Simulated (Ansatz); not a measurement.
**How far is PAW off for MoS$_{2}$?**

```
Mo S
1.0
     1.58150    0.91308    6.12333
    -1.58150    0.91308    6.12333
     0.00000   -1.82616    6.12333
Mo S
1 2
Direct
  0.00000 0.00000 0.00000
  0.74840 0.74840 0.74840
  0.58490 0.58490 0.58490
```

Atoms are numbered in the order listed.

The geometry is COD entry 9007661, unchecked; take it as a test cell.

Levels of theory: DFT, PBEsol, PAW with Ansatz's default frozen-core files, scalar-relativistic (Ansatz 0.2.0); DFT, PBEsol, all-electron LAPW, scalar-relativistic (Ansatz 0.2.0).

For PAW: a Γ-centred 13×13×13 k mesh, Fermi–Dirac smearing of 0.05 eV, cutoff 420 eV, no spin polarisation; the PAW files were made with PBE, and the program remakes their frozen cores for this functional. LAPW targets a basis error of 0.5 meV/atom. The Ansatz runs share mesh, smearing and spin set-up. Plane-wave (PAW) pressures include the program's estimate of the Pulay term.

Stress and pressure are positive in compression.

Levels count from the top of the valence band.

PAW results:

```csv
quantity,PAW
pressure (GPa),4.24
stress xx (GPa),1.68
stress zz (GPa),9.35
"force on S2, z (eV/Å)",1.013
"force on S3, z (eV/Å)",-1.010
band gap (eV),0.623
highest filled level at H2 (eV),-1.025
lowest empty level at H2 (eV),0.665
highest filled level at Γ (eV),-1.210
lowest empty level at Γ (eV),1.885
highest filled level at T (eV),0.000
lowest empty level at T (eV),1.969
```

What does all-electron LAPW give for the same quantities?


```
                       quantity    LAPW
                 pressure (GPa)    4.25
                stress xx (GPa)    1.70
                stress zz (GPa)    9.36
          force on S2, z (eV/Å)   1.014
          force on S3, z (eV/Å)  -1.010
                  band gap (eV)   0.628
highest filled level at H2 (eV)  -1.021
  lowest empty level at H2 (eV)   0.670
 highest filled level at Γ (eV)  -1.207
   lowest empty level at Γ (eV)   1.887
 highest filled level at T (eV)   0.000
   lowest empty level at T (eV)   1.971
```
